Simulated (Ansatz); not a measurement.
The system is CoO.

```
Co O
1.0
     1.42815    2.47363    0.00000
    -4.28445    2.47363    0.00000
     0.00000    0.00000    2.78761
Co O
2 2
Direct
  0.00000 0.00000 0.00000
  0.50000 0.50000 0.00000
  0.50000 0.83333 0.50000
  0.00000 0.33333 0.50000
```

Measurements of this composition are mostly on another form, of space group No. 225.

The cell isn't the ideal one: another cell of the same crystal, with 4 atoms.

Base run:

* Program: Ansatz 0.2.0
* Functional: PBE
* Potentials or basis: Ansatz PAW
* Cutoff: 420 eV (not typed: the program's choice for these potentials)
* k mesh: 7 × 4 × 7
* Occupations: gaussian, width 0.05 eV
* Spin: collinear spin, antiferromagnetic start
* Starting moments: [2.0, -2.0, 0.0, 0.0] μB
* Hubbard terms: Co d U = 4 eV

Its results: band gap on the k mesh 1.39 eV; pressure 3.7 GPa; net moment 0.00 μB per cell; site moments Co +2.54, -2.54; O +0.09, -0.09 μB; largest force 0.215 eV/Å.

Problem. The run is repeated on the same cell with these changes: functional from PBE to LDA; hubbard terms from Co d U = 4 eV to Co d U = 6 eV. What comes out?

Solution. Band gap on the k mesh 1.49 eV; pressure -9.5 GPa; net moment 0.00 μB per cell; site moments Co +2.57, -2.57; O +0.08, -0.08 μB; largest force 0.230 eV/Å.

Several settings changed at once, so the effect can't be laid on one alone.

Caveats: the magnetic or orbital state may not be the lowest; odd divisions of the mesh miss points on the zone boundary, where band edges often lie, so the gap on the mesh can be too wide; the PAW data sets come from PBE, with cores solved anew for the run's functional, which leaves a small shift of forces and pressure (some runs).

A k mesh can miss the band edges.
